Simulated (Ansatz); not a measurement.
# Σ5 (210) boundary in fcc Al with Ta (substitutional): structure and resistance, part 2 of 2

How much does the Σ5 (210) boundary in fcc Al with Ta (substitutional) reflect electrons?

Ansatz 0.2.0; Ansatz plane-wave DFT, PBE, PAW files; relaxation of a bicrystal slab with its lowest layers held; PAW set soft_1 (the session's first sound run).

So far. Step 2 (Relaxing the bicrystal): The largest force component on a free atom ends at 0.021 eV/Å, under the tolerance of 0.03, after 15 steps.

### Step 3. Transmission across the boundary

Bulk layers of each grain are laid under and over the relaxed boundary, and a lead is named in the middle of each, away from the free faces. The mesh across the current, 18×18, is finer than the density's, because channels open and close sharply across the zone. Energies from -0.1 to 0.1 eV in steps of 0.05 eV are too few for the program's thermal sum, so it prints no conductance; for a metal the transmission near the Fermi level serves, at a fraction of the cost.

This step: Ansatz plane-wave DFT, PBE, PAW files; ballistic transport by layer matching (Landauer), zero bias; boundary relaxed in a short slab, bulk layers laid on; PAW set soft_1 (Ansatz 0.2.0).

System of this step: Σ5 (210) boundary in fcc Al with Ta (substitutional). The cell holds 47 atoms: 46 Al and 1 Ta. Cell: a = 4.958 Å, b = 4.048 Å, c = 50.118 Å, α = 90.0°, β = 90.0°, γ = 65.9°. It derives from Al. Regions: lower grain, 19 atoms (19 Al); boundary, 13 atoms (12 Al and 1 Ta); upper grain, 15 atoms (15 Al). Vacuum lies along c.

Input file input.yaml:

```yaml
crystal:
  lattice:
    - [4.957730497, 0.0, 0.0]
    - [1.6525768323, 3.6952741352, 0.0]
    - [0.0, 0.0, 50.1180954958]
  atoms:
    - { symbol: Al, position: [-15.0, 7.5000000002, 0.0798114924] }
    - { symbol: Al, position: [-14.4, 7.2000000002, 0.0978719076] }
    - { symbol: Al, position: [-13.8, 6.9000000002, 0.1159323227] }
    - { symbol: Al, position: [-13.2, 6.6000000002, 0.1339927378] }
    - { symbol: Al, position: [-12.6, 6.3000000002, 0.1520531529] }
    - { symbol: Al, position: [-12.0, 6.0000000002, 0.170113568] }
    - { symbol: Al, position: [-11.4, 5.7000000001, 0.1881739831] }
    - { symbol: Al, position: [-10.8, 5.4000000001, 0.2062343982] }
    - { symbol: Al, position: [-10.2, 5.1000000001, 0.2242948133] }
    - { symbol: Al, position: [-9.6, 4.8000000001, 0.2423552284] }
    - { symbol: Al, position: [-9.0, 4.5000000001, 0.2604156435] }
    - { symbol: Al, position: [-8.4, 4.2000000001, 0.2784760586] }
    - { symbol: Al, position: [-7.8, 3.9000000001, 0.2965364737] }
    - { symbol: Al, position: [-7.2, 3.6000000001, 0.3145968889] }
    - { symbol: Al, position: [-6.6, 3.3000000001, 0.332657304] }
    - { symbol: Al, position: [-6.0, 3.0, 0.3507177191] }
    - { symbol: Al, position: [-5.4, 2.7, 0.3687781342] }
    - { symbol: Al, position: [-4.8, 2.4, 0.3868385493] }
    - { symbol: Al, position: [-4.2, 2.1, 0.4048989644] }
    - { symbol: Al, position: [0.4, 0.8, 0.4229593795] }
    - { symbol: Al, position: [1.0155925675, 0.4922037163, 0.4411577769] }
    - { symbol: Al, position: [0.6238372769, 0.1880813616, 0.4594157895] }
    - { symbol: Al, position: [0.2396525353, 0.8801737324, 0.4776681005] }
    - { symbol: Al, position: [0.8473688957, 0.5763155521, 0.494824223] }
    - { symbol: Al, position: [0.4355678479, 0.282216076, 0.5161171309] }
    - { symbol: Ta, position: [0.0301632504, -0.0150816252, 0.5300768324] }
    - { symbol: Al, position: [0.6503762113, 0.6748118944, 0.5459384383] }
    - { symbol: Al, position: [0.2425868591, 0.8787065705, 0.5820093039] }
    - { symbol: Al, position: [0.6670928971, 0.1664535515, 0.5847225361] }
    - { symbol: Al, position: [1.0263316492, 0.4868341754, 0.6140981225] }
    - { symbol: Al, position: [0.4404811082, 0.7797594459, 0.6323331931] }
    - { symbol: Al, position: [0.8221350635, 0.0889324683, 0.6492822809] }
    - { symbol: Al, position: [-4.7778649365, 2.3889324683, 0.667342696] }
    - { symbol: Al, position: [-5.3778649365, 2.6889324683, 0.6854031111] }
    - { symbol: Al, position: [-5.9778649365, 2.9889324683, 0.7034635263] }
    - { symbol: Al, position: [-6.5778649365, 3.2889324683, 0.7215239414] }
    - { symbol: Al, position: [-7.1778649365, 3.5889324683, 0.7395843565] }
    - { symbol: Al, position: [-7.7778649365, 3.8889324683, 0.7576447716] }
    - { symbol: Al, position: [-8.3778649365, 4.1889324683, 0.7757051867] }
    - { symbol: Al, position: [-8.9778649365, 4.4889324683, 0.7937656018] }
    - { symbol: Al, position: [-9.5778649365, 4.7889324683, 0.8118260169] }
    - { symbol: Al, position: [-10.1778649365, 5.0889324684, 0.829886432] }
    - { symbol: Al, position: [-10.7778649365, 5.3889324684, 0.8479468471] }
    - { symbol: Al, position: [-11.3778649365, 5.6889324684, 0.8660072622] }
    - { symbol: Al, position: [-11.9778649365, 5.9889324684, 0.8840676773] }
    - { symbol: Al, position: [-12.5778649365, 6.2889324684, 0.9021280924] }
    - { symbol: Al, position: [-13.1778649365, 6.5889324684, 0.9201885076] }
kpoints:
  mp_grid: { grid: [7, 7, 1] }
hamiltonian:
  xc: pbe
  pseudopotentials: { kind: paw, azcp: { folder: soft_1 } }
scf:
  occupations: { method: fermi_dirac, width: 0.1 }
output:
  transmission:
    leads: [[10, 11], [38, 39]]
    kmesh: [18, 18]
    e_range: [-0.1, 0.1]
    de: 0.05
  write_potential: true
  write_density: true
  volumetric_format: npy
  elf: true
```

The run is started by

```console
> ansatz run input.yaml --threads 4 --pin off --max-ram 15360MiB --backend cpu --events-out ev --progress --plain --runs-dir out
```

Numbers of over 12 decimals in the logs are rounded to 6 here.

What it wrote:

```text
[...]
Crystal: 47 atoms, lattice volume = 918.172 Å³
Basis set: ecut = 420 eV, 17975 PW (Γ)
Bands: 123, of which v1, the nominal top of the filled ones, is band 76 counted from 1 (75 counted from 0)
Symmetry: 2 space group operations
[...]
k-points: 16 of 49 (time reversal used)
[...]
SCF iter   1: F=—  HF=-34660.034621 eV  |F-HF|=—  |Δ(HF+E_count)|=         —  Δρ=2.42e-2  dr2=1.46e2  ethr=3.10e-3  ⟨swp⟩=8.2  Hψ=10864  notcnv=0  defer=89
[...]
SCF iter   9: F=-34655.982067 eV  HF=-34655.982067 eV  |F-HF|=3.43e-9  |Δ(HF+E_count)|=   2.82e-8  Δρ=8.12e-7  dr2=1.26e-8  ethr=6.62e-11  ⟨swp⟩=3.3  Hψ=4285  notcnv=0
SCF 1 converged in 9 iterations: F = -34655.982067 eV  dr2 = 1.26e-8
[...]
transmission: 360 of 3549 steps passed
transmission: 718 of 3549 steps passed
[...]
transmission: 3549 of 3549 steps passed
WARN: The output density's exchange-correlation potential varies sharply where the density is thin. Do not read a vacuum level from v_tot or v_xc, or from such a field of the output density. On a cell that repeats whose density bears no net charge and no dipole along the vacuum's axis use v_es (v_loc + v_h of the components); under efield.dipole_correction with no amplitude use v_es + v_field, which holds any externa [...]
SCF converged after 9 iterations
Free energy (F): -34655.982067 eV
[...]
Internal energy: -34655.360153 eV  (E = F + TS)
E sigma→0 (E₀):  -34655.671110 eV
Entropy (-TS):   -0.621914 eV (-13.232 meV/atom)
Fermi energy:    6.284881 eV
[...]
--- Band table (eV; the first three rows and the last of 16) ---
  k-point 0: bands = [... 72 lower, 6.2624, 6.2825, 6.4429, 6.5121, 6.5335, 6.5571, 6.5845, 6.5890, ... 43 higher]
  k-point 1: bands = [... 72 lower, 5.5691, 5.6516, 5.8069, 5.8891, 5.9291, 6.0754, 6.1568, 6.2592, ... 43 higher]
  k-point 2: bands = [... 72 lower, 5.4583, 5.5285, 5.5895, 5.6858, 5.7092, 5.9088, 6.0341, 6.1576, ... 43 higher]
  k-point 15: bands = [... 72 lower, 7.0258, 7.1963, 7.2626, 7.3034, 7.4933, 7.5215, 7.7047, 7.8889, ... 43 higher]
--- Transmission ---
  basis      : 161 plane waves across, 39 finite elements along
  points     : 91, standing for a mesh of 18 x 18
  energies   : 5 from -0.100000 to 0.100000 eV about the Fermi level, 0.050000 eV apart; the leads are filled to 0.000000 eV, and channels, transmission and decay are at 0.000000 eV
  crystal 0  : Al3, at the sites [10, 11], period 2.7155 Å, over 18.10 Å; its Hamiltonian steps by up to 31.4 meV: too much for a lead, lay more layers or, if its atoms are ordered, name the step of that order
    offset         : up to 0.0000 Å between an atom of the period and one for which it stands
    channels       : 3.564815e0 a spin
    conductance    : none, the energies end too early or step too widely for 300 K: set another output.transmission.e_range or a lower de, or, where they end at an eighth of basis.ecutwfc, a higher one
[...]
channels       : 3.564815e0 a spin
[...]
junction   : crystal 0 to crystal 1, 12.84 to 36.86 Å
    transmission   : 1.264317e0 a spin
[...]
```

Wall time 7.1 min (4 threads of Arm Neoverse V1, shared host); peak memory 3.5 GiB; 27 min of CPU time.

Numbers from this step:

```yaml
free_energy: -34655.9821 eV
energy_at_zero_smearing: -34655.6711 eV
fermi_energy: 6.285 eV
cell_area: 18.32 Å²
transmission_per_spin_nearest_the_fermi_level: 1.264
open_channels_per_spin_nearest_the_fermi_level: 3.565
open_channels_per_spin_upper_lead: 3.565
step_of_the_lead_s_potential: 31.4 meV
step_of_the_upper_lead_s_potential: 29.7 meV
```

Per spin. Transmission, zone mean against energy, zero at the Fermi level:

```tsv
energy (eV)	transmission, zone mean
-0.1000	1.25
-0.0500	1.26
0.0000	1.26
0.0500	1.27
0.1000	1.28
```

Per spin. The open channels, zone mean by energy, zero at the Fermi level:

```tsv
energy (eV)	lead	upper lead
-0.1000	3.44	3.44
-0.0500	3.52	3.51
0.0000	3.56	3.56
0.0500	3.63	3.61
0.1000	3.65	3.65
```

Transmission over k1 and k2. At 0.0000 eV from the Fermi level.

Ten even steps from '_' (0.35) to '@' (1.89):
```
++++++%%##%%++++++--::..%%@@%%..::--
++####====####++++++==**%%%%**==++++
%%%%==**==%%%%%%==--**##==##**--==%%
%%**++++**%%@@%%**++##====##++**%%@@
##******####%%##%%**##--##**%%##%%##
************####%%**----**%%####****
++==++++++====####==--==####====++++
::::**++++..======....======..++++**
--++****++++**##++__++##**++++****++
::**++++..======....======..++++**::
++++++====####==--==####====++++++==
******####%%**----**%%####**********
####%%##%%**##--##**%%##%%####******
%%@@%%**++##====##++**%%@@%%**++++**
%%%%==--**##==##**--==%%%%%%==**==%%
++++++==**%%%%**==++++++####====####
++--::..%%@@%%..::--++++++%%##%%++++
..__####%%%%####__..__####%%%%####__
```
Columns: k1 (b1) from -0.5 to 0.444; rows upwards: k2 (b2) from -0.5 to 0.444.

Open channels over k1 and k2. At 0.0000 eV from the Fermi level.

Values, 12 rows by 16 columns, each cell a mean:
```
3.04 3.33 3.33 3.63 3.63 3.33 3.07 3.00 2.93 2.41 2.89 3.63 3.63 2.67 2.33 2.93
3.70 3.85 3.78 4.07 3.70 4.00 3.74 3.07 3.07 3.74 3.78 3.63 4.00 3.33 3.00 3.59
3.89 3.15 3.67 3.52 3.70 4.00 4.00 4.30 4.00 3.78 3.33 4.00 4.19 4.11 4.00 4.00
3.30 3.00 3.00 3.15 3.33 3.78 4.52 4.96 3.85 2.44 2.44 4.30 4.85 4.33 3.48 3.33
3.67 3.67 3.67 3.52 3.33 3.56 4.44 4.07 3.00 3.07 3.56 4.44 3.70 3.56 3.22 3.59
3.67 3.67 3.67 3.81 4.00 4.67 5.26 4.74 3.15 4.56 5.11 4.81 4.07 3.78 3.74 3.67
3.33 3.26 3.33 3.26 3.81 4.33 3.74 3.07 3.11 4.07 4.33 3.59 3.22 3.44 3.33 3.33
3.33 3.26 3.33 4.15 4.70 4.33 2.70 2.33 3.78 4.74 4.56 3.52 3.15 3.22 3.33 3.33
4.00 4.00 4.00 4.30 4.30 4.00 2.44 3.78 4.07 4.52 4.00 4.00 3.81 3.44 3.33 3.04
4.00 3.85 3.33 3.63 4.00 3.56 3.85 4.00 3.33 3.48 4.00 4.00 3.44 4.11 3.63 3.63
3.00 2.93 2.67 3.11 3.85 3.78 3.41 2.74 3.00 3.00 3.22 3.67 3.85 3.78 3.67 3.67
2.33 2.41 2.67 2.81 3.19 3.11 2.74 2.07 2.33 2.48 3.00 3.00 3.19 3.11 3.00 2.41
```
Columns: k1 (b1) from -0.5 to 0.444; rows upwards: k2 (b2) from -0.5 to 0.444.

Electrostatic potential energy in the cb plane at fractional x = 0.000, with atoms of Al and Ta within 0.2 Å of it. With pseudopotentials it is smooth inside the atoms' cores, unlike the true potential.

Ten even steps from '0' (-23 eV) to '9' (10 eV), each cell a mean:
```
47887667899999877898600001688877899998645688
58988778898899888898730004799888899988777889
88888888876678998888875457999999876678888889
98877898754447888656888889999999744447898888
98656888648855886434689999999998548845898777
98656788549955886334689999999998559955888767
98767888745646887545789999999998646646898778
88888889864468998777887778999999864468888888
78988888888889988888852136899988888888877889
47888767899999888898610002799888899998755788
46887557899999877888500000688877899998544688
```
Columns run along c (16.0 Å, from fractional 0.36 to 0.68 of the cell; values clipped at the 3rd and 97th percentile), rows up along b (4.0 Å). Atoms in or near the plane, at fractional coordinates: Al at (0.44, 0.49), Ta at (0.53, 0.98), Al at (0.61, 0.49).

Valence density in the cb plane at fractional x = 0.000, with atoms of Al and Ta within 0.2 Å of it. It is the smooth field of the valence electrons, not physical close to the nuclei.

Values in e/Å³, 6 rows by 16 columns, each cell a mean:
```
0.2 0.2 0.2 0.2 0.1 0.2 0.2 0.7 3.5 0.8 0.2 0.2 0.1 0.2 0.2 0.2
0.2 0.2 0.2 0.2 0.2 0.2 0.2 0.3 0.5 0.2 0.1 0.2 0.2 0.2 0.2 0.2
0.2 0.2 0.2 0.1 0.1 0.2 0.2 0.2 0.2 0.1 0.1 0.1 0.1 0.2 0.2 0.2
0.2 0.2 0.2 0.2 0.2 0.2 0.2 0.2 0.2 0.1 0.1 0.1 0.1 0.2 0.2 0.2
0.2 0.2 0.2 0.2 0.2 0.2 0.2 0.3 1.0 0.3 0.1 0.2 0.2 0.2 0.2 0.2
0.2 0.2 0.2 0.1 0.1 0.2 0.2 0.9 4.2 1.0 0.2 0.2 0.1 0.2 0.2 0.2
```
Columns run along c (16.0 Å, from fractional 0.36 to 0.68 of the cell), rows up along b (4.0 Å). Atoms in or near the plane, at fractional coordinates: Al at (0.44, 0.49), Ta at (0.53, 0.98), Al at (0.61, 0.49).

ELF in the cb plane at fractional x = 0.000, with atoms of Al and Ta within 0.2 Å of it. It is the smooth field of the valence electrons, not physical close to the nuclei.

Ten even steps from '0' (0.10) to '9' (0.76), each cell a mean:
```
47666678632235666764278596158999752235776666
77667788654456667776237873146788875456888777
77777777775577767888521211234457897667777777
57887767762258877778742123321236973257766778
46876656620017876335765555420025720016655678
46776656611217876214665566420015612105655678
57887666740038876556753344421126851037656678
67787777774478777888631012233347996567777777
77777787765566767887324541145678886567788777
57666788643345666774269895147898753346787766
37656677631235666663286177258999742125765666
```
Columns run along c (16.0 Å, from fractional 0.36 to 0.68 of the cell), rows up along b (4.0 Å). Atoms in or near the plane, at fractional coordinates: Al at (0.44, 0.49), Ta at (0.53, 0.98), Al at (0.61, 0.49).

Over the solved energies the transmission per spin lies between 1.25 and 1.28, out of 3.56 channels of the lead on average (up to 3.65). The log calls the step of a lead's potential too much.

### Step 4. Specific resistance

This step: Ansatz plane-wave DFT, PBE, PAW files; ballistic transport by layer matching (Landauer), zero bias; specific resistance of the boundary; PAW set soft_1 (Ansatz 0.2.0).

This step gave:

- area resistance: 1.204 fΩ m²
- T over the leads' mean channel count: 0.3558

Averaged over the energies near the Fermi level, 35.6 % of the channels pass, which makes 1.20 fΩ m².

By hand, with T and the leads' channels N averaged over the energies near the Fermi level: RA = A (h/2e²)(1/T − ½[1/N₁ + 1/N₂]) = 18.32×10⁻²⁰ m² × 12 906 Ω × (1/1.265 − ½[1/3.560 + 1/3.552]) = 1.20 fΩ m².

### Step 5. Summary of results

```json
{
  "specific resistance of the boundary": "1.20 fΩ m²",
  "share of channels that pass": "0.356"
}
```

**Reading.** The boundary has a specific resistance of 1.2 fΩ m². The boundary reflects 64 % of the channels; 1.2 fΩ m² is 12×10⁻¹² Ω·cm². That equals the resistance of 44 nm of bulk Al at 300 K (measured 2.733 µΩ cm, CRC Handbook of Chemistry and Physics, 84th ed., 2003, Electrical Resistivity of Pure Metals). One Ta in 18.3 Å² of boundary is a high coverage. Each plane of this narrow cell holds one atom, so the solute fills a whole plane. One starting structure was relaxed; another shift or atom count at the boundary may lie lower. Spin-orbit coupling is left out, which matters for Ta. A lead's potential steps by up to 31 meV from period to period, which the log calls too much, so longer leads could move the result.

[Logs are printed without paths, hosts, clocks, repeated set-up lines and the standing remarks that a program may print on its own settings, such as how far it seeks lower states.]

[Hosts, paths, dates, database ids (printed as entryN), source tags and the programs' standing remarks are cut or masked in the printed files.]
